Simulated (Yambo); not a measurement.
**BeS: optical spectrum with PBE**

BeS:

```
S Be
1.0
     0.00000    2.42500    2.42500
     2.42500    0.00000    2.42500
     2.42500    2.42500    0.00000
S Be
1 1
Direct
  0.75000 0.75000 0.75000
  0.00000 0.00000 0.00000
```

* Program: Yambo 5.3.0
* Task: optical spectrum
* Functional: PBE
* Potentials or basis: PseudoDojo 0.4.1 SR PBE standard
* Cutoff: 1197 eV
* Density cutoff: 4789 eV
* k mesh: 20 × 20 × 20
* Occupations: fixed
* Spin: no spin polarisation
* k mesh of the self-consistent run: 20 × 20 × 20
* Direction of the field or of q to 0: z
* Broadening: 0.2 eV
* Kernel: adiabatic LDA
* Top of the energy range: 30 eV
* Energy points: 300
* Correction of the levels: none
* Bands in the response: 35
* Cutoff of the response matrix: 2 Ry

- Band gap on the k mesh, mean-field level: 3.11 eV, indirect (least direct gap 5.64 eV)
- Absorption peak: 6.92 eV
- Electronic dielectric constant along the field: 5.25
- Electronic dielectric constant along the field, independent particles: 5.72
- Peak of the energy-loss function: 22.2 eV

Dielectric function (along the field direction of the input):
| energy (eV) | real part | imaginary part |
| --- | --- | --- |
| 0.30 | 5.25 | 0.11 |
| 0.90 | 5.31 | 0.11 |
| 1.61 | 5.45 | 0.12 |
| 2.31 | 5.68 | 0.15 |
| 3.01 | 6.06 | 0.19 |
| 3.61 | 6.55 | 0.25 |
| 4.31 | 7.47 | 0.39 |
| 5.02 | 9.21 | 0.80 |
| 5.72 | 13.04 | 3.94 |
| 6.32 | 11.70 | 10.72 |
| 7.02 | 2.88 | 15.24 |
| 7.73 | -0.48 | 10.24 |
| 8.43 | -2.24 | 8.04 |
| 9.03 | -2.36 | 5.82 |
| 9.73 | -2.81 | 4.07 |
| 10.43 | -2.07 | 3.35 |
| 11.14 | -1.60 | 2.26 |
| 11.74 | -1.36 | 2.31 |
| 12.44 | -1.25 | 1.90 |
| 13.14 | -0.97 | 1.70 |
| 13.85 | -1.04 | 1.32 |
| 14.45 | -0.81 | 1.15 |
| 15.15 | -0.70 | 0.98 |
| 15.85 | -0.55 | 0.84 |
| 16.56 | -0.39 | 0.70 |
| 17.16 | -0.31 | 0.66 |
| 17.86 | -0.19 | 0.57 |
| 18.56 | -0.11 | 0.49 |
| 19.26 | 0.00 | 0.46 |
| 19.97 | 0.05 | 0.52 |

Energy-loss function:
| energy (eV) | loss |
| --- | --- |
| 0.0 | 0.004 |
| 1.3 | 0.004 |
| 2.6 | 0.005 |
| 3.9 | 0.006 |
| 5.2 | 0.011 |
| 6.5 | 0.047 |
| 7.8 | 0.098 |
| 9.1 | 0.152 |
| 10.4 | 0.216 |
| 11.7 | 0.321 |
| 13.0 | 0.443 |
| 14.3 | 0.561 |
| 15.7 | 0.796 |
| 17.0 | 1.177 |
| 18.3 | 1.677 |
| 19.6 | 2.091 |
| 20.9 | 2.626 |
| 22.2 | 3.216 |
| 23.5 | 2.119 |
| 24.8 | 1.129 |
| 26.1 | 0.782 |
| 27.4 | 0.498 |
| 28.7 | 0.369 |
| 30.0 | 0.271 |

Run time: 4.1 min on 1 thread of Arm Neoverse V2, with other jobs on the host.

Caveat: the LDA kernel is used on GGA states, which is inconsistent by a few percent; these spectra lack excitons. A k mesh can miss the band edges.
